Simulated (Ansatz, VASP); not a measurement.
# SiC in VASP and in Ansatz

File INCAR:

```
  ALGO = Normal
  EDIFF = 1E-7
  ENCUT = 520
  GGA = PE
  ISIF = 2
  ISMEAR = 0
  LASPH = True
  LCHARG = False
  LREAL = False
  LWAVE = False
  NBANDS = 11
  NELM = 100
  PREC = Accurate
  SIGMA = 0.05
```

Contents of KPOINTS:

```
k-points
0
Gamma
  12 12 12
```

The input POSCAR:

```
SiC
1.0
    0.0000000000      2.1087800000      2.1740000000
    2.1087800000      0.0000000000      2.1740000000
    2.1087800000      2.1087800000      0.0000000000
Si C
1 1
Direct
    0.0000000000      0.0000000000      0.0000000000
    0.7500000000      0.7500000000      0.7500000000
```

Input for Ansatz:

```yaml
crystal:
  lattice:
    - [0.0, 2.10878, 2.174]
    - [2.10878, 0.0, 2.174]
    - [2.10878, 2.10878, 0.0]
  atoms:
    - { symbol: Si, position: [0.0, 0.0, 0.0] }
    - { symbol: C, position: [0.75, 0.75, 0.75] }
basis:
  ecutwfc: 420
kpoints:
  mp_grid: { grid: [12, 12, 12] }
hamiltonian:
  xc: pbe
scf:
  occupations: { method: gaussian, width: 0.05 }
output:
  forces: true
  stress: true
  eigenvalues: true
  write_density: true
  write_potential: true
  elf: true
  volumetric_format: npy
```

Change from the starting cell: strain -0.030 along x and y, +0.000 along z, atoms carried along.

Alike in both runs: task single point; functional PBE; k mesh 12 × 12 × 12; occupations gaussian, width 0.05 eV; no spin polarisation.

```csv
,VASP,Ansatz
version,VASP 6.6.1,Ansatz 0.2.0
potentials or method,"VASP PAW PBE potentials, release 64 (Si, C)","scalar-relativistic, plane waves, PAW"
plane-wave cutoff (eV),520,420
valence electrons in the cell,8,8
```

VASP gave:

```
gap on the k mesh at the Fermi level (eV)       : 1.12
least direct gap on the mesh (eV)               : 4.57
pressure (GPa)                                  : 20.5
largest component of the traceless stress (GPa) : 5.62
```

Problem. What did Ansatz give for the same quantities?

Solution. gap on the k mesh at the Fermi level (eV): 1.13; least direct gap on the mesh (eV): 4.58; pressure (GPa): 20.6; largest component of the traceless stress (GPa): 5.60.

Caveats: so large a pressure means that the cell lies far from this level's equilibrium, or that cutoff or potentials fall short (VASP). A k mesh can miss the band edges.
